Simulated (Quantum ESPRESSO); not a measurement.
BaTiO3:

```
CELL_PARAMETERS angstrom
4.00600 0.00000 0.00000
0.00000 4.00600 0.00000
0.00000 0.00000 4.00600
ATOMIC_POSITIONS crystal
Ti 0.00000 0.00000 0.00000
Ba 0.50000 0.50000 0.50000
O 0.00000 0.00000 0.50000
O 0.00000 0.50000 0.00000
O 0.50000 0.00000 0.00000
```

```yaml
Program: Quantum ESPRESSO 7.5
Task: Hubbard U by linear response
Functional: LDA
Potentials_or_basis: GBRV 1.5 LDA
Cutoff: 612 eV
Density_cutoff: 4898 eV
k_mesh: 4 × 4 × 4
Occupations: fermi-dirac, width 0.05 eV
Spin: no spin polarisation
Hubbard_terms: Ti d U = 4.0 eV
Start_of_the_occupations: default
Hubbard_projectors: atomic
Form_of_the_LDA_correlation: PZ81
Mixing_beta: 0.3
Most_SCF_iterations: 120
SCF_threshold: 1e-09 Ry
q_mesh: 3 × 3 × 3
```

The first run showed a gap, so the response started from a second, tighter run with fixed occupations.

Question: What Hubbard parameters does linear response give?

Answer: U = 4.12 eV on Ti 3d. The values belong to these projectors, potentials and this ground state, and don't carry over to other codes.

Hubbard U from linear response:
```csv
site,manifold,U (eV)
1,Ti-3d,4.12
```
On the first site the bare response is -0.525 and the screened one -0.166 eV⁻¹.

Eigenvalues of the final occupation matrices:
```tsv
site	spin	trace	eigenvalues
Ti 1 3d	each	1.41	0.20 0.20 0.20 0.40 0.40
```

Caveat: spin-orbit coupling is left out, which moves the levels of the heavy elements.
